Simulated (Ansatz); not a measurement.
## What a change of settings does: Sr (dhcp type)

First run: DFT, PBE, norm-conserving pseudopotentials, Ansatz's default files, scalar-relativistic (Ansatz 0.2.0).

Command: `ansatz run input.yaml --threads 1 --pin off --max-ram 3072MiB --backend cpu --events-out ev --progress --plain --runs-dir out` It took 11 s on 1 thread of Arm Neoverse V1 (shared host), peak memory 0.48 GiB.

```yaml
crystal:
  lattice:
    - [3.4321882608, 0.0, 0.0]
    - [-1.7160941304, 2.9723622244, 0.0]
    - [0.0, 0.0, 11.2388603119]
  atoms:
    - { symbol: Sr, position: [0.0, 0.0, 0.0] }
    - { symbol: Sr, position: [0.0, 0.0, 0.5] }
    - { symbol: Sr, position: [0.3333333333, 0.6666666667, 0.25] }
    - { symbol: Sr, position: [0.6666666667, 0.3333333333, 0.75] }
kpoints:
  mp_grid: { grid: [9, 9, 3] }
scf:
  occupations: { method: fermi_dirac, width: 0.08 }
hamiltonian:
  xc: pbe
  pseudopotentials: { kind: nc }
output:
  forces: true
  stress: true
  eigenvalues: true
```

The cell comes from a relaxation on PAW files under the same functional, begun from a prototype that needn't be the stable phase.

This run: volume at 0.52 of the series' base cell.

It converges in 7 SCF iterations at a pressure of 19.66 GPa, cutoff 925 eV.

The input is then changed:

```diff
   occupations: { method: fermi_dirac, width: 0.08 }
+  initial_density: { chi_scale: 0.1 }
 hamiltonian:
```

What does the second run give?

It converges in 7 SCF iterations at a pressure of 19.66 GPa, cutoff 925 eV, free energy 0.0 meV/atom against the first run's.
